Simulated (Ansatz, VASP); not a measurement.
One calculation of AlN, two programs

INCAR

```
SYSTEM = AlN
PREC = Accurate
ENCUT = 520
EDIFF = 1E-6
ISMEAR = 0
SIGMA = 0.05
LREAL = .FALSE.
LASPH = .TRUE.
NELM = 60
ALGO = Normal
ISIF = 2
LWAVE = .FALSE.
LCHARG = .TRUE.
GGA = PE
LELF = .TRUE.
LVHAR = .TRUE.
NBANDS = 11
```

The input KPOINTS:

```
regular mesh
0
G
  10 10 10
  0 0 0
```

File POSCAR:

```
AlN
1.0
   -0.1158934922      1.8938202456      1.8938202456
    1.8938202456     -0.1158934922      1.8938202456
    1.8938202456      1.8938202456     -0.1158934922
Al N
1 1
Direct
    0.5000000000      0.5000000000      0.5000000000
    0.0000000000      0.0000000000      0.0000000000
```

Input for Ansatz:

```yaml
crystal:
  lattice:
    - [-0.1158934922, 1.8938202456, 1.8938202456]
    - [1.8938202456, -0.1158934922, 1.8938202456]
    - [1.8938202456, 1.8938202456, -0.1158934922]
  atoms:
    - { symbol: Al, position: [0.5, 0.5, 0.5] }
    - { symbol: "N", position: [0.0, 0.0, 0.0] }
basis:
  ecutwfc: 520.0
kpoints:
  mp_grid: { grid: [10, 10, 10] }
hamiltonian:
  xc: pbe
  pseudopotentials: { kind: paw, azcp: { folder: soft_1 } }
scf:
  occupations: { method: gaussian, width: 0.05 }
output:
  forces: true
  stress: true
  eigenvalues: true
```

Alike in both runs: task single point; functional PBE; k mesh 10 × 10 × 10; occupations gaussian, width 0.05 eV; no spin polarisation.

|  | VASP | Ansatz |
| --- | --- | --- |
| version | VASP 6.6.1 | Ansatz 0.2.0 |
| potentials or method | VASP PAW PBE potentials, release 64 (Al, N) | scalar-relativistic, plane waves, PAW |
| plane-wave cutoff (eV) | 520 | 520 |
| valence electrons in the cell | 8 | 8 |

Ansatz gave:

| Item | Value |
| --- | --- |
| gap on the k mesh at the Fermi level (eV) | 3.53 |
| least direct gap on the mesh (eV) | 6.12 |

Estimate VASP's values.

gap on the k mesh at the Fermi level (eV): 3.53; least direct gap on the mesh (eV): 6.14.

The functional is the same, so the differences come from potentials, cutoffs and numerics.

 A k mesh can miss the band edges.
